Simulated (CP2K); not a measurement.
Crystal: Si2Ni.

```xyz
3
Lattice="3.8226 0.0000 0.0000 1.9113 3.3105 0.0000 1.9113 1.1035 3.1212" Properties=species:S:1:pos:R:3 pbc="T T T"
Ni    0.0000    0.0000    0.0000
Si    5.7339    3.3105    2.3409
Si    1.9113    1.1035    0.7803
```

Base run:

- Program: CP2K 2026.2
- Functional: PBE
- Potentials or basis: GTH_POTENTIALS Ni GTH-PBE-q18; POTENTIAL_UZH Si GTH-PBE-q4; TZVP-MOLOPT-SR-GTH, TZVP-MOLOPT-PBE-GTH basis
- Density cutoff: 8163 eV
- k mesh: 9 × 9 × 9
- Occupations: fermi-dirac, width 0.05 eV
- Spin: collinear spin, ferromagnetic start
- Starting moments: [1.0, 0.0, 0.0] μB

Its results: band gap on the k mesh none (metal or under the smearing width); pressure 3.9 GPa; net moment 0.00 μB per cell.

Q: The run is repeated on the same cell with these changes: functional from PBE to PBEsol; occupations from fermi-dirac, width 0.05 eV to fermi-dirac, width 0.01 eV. What comes out?

A: Band gap on the k mesh none (metal or under the smearing width); pressure 0.6 GPa; net moment 0.00 μB per cell.

Caveats: the basis of atomic orbitals isn't converged, which shifts pressures, moduli and gaps; the potentials were made for another functional, which shifts forces and pressure (some runs).

Not every run made on this cell is shown here.
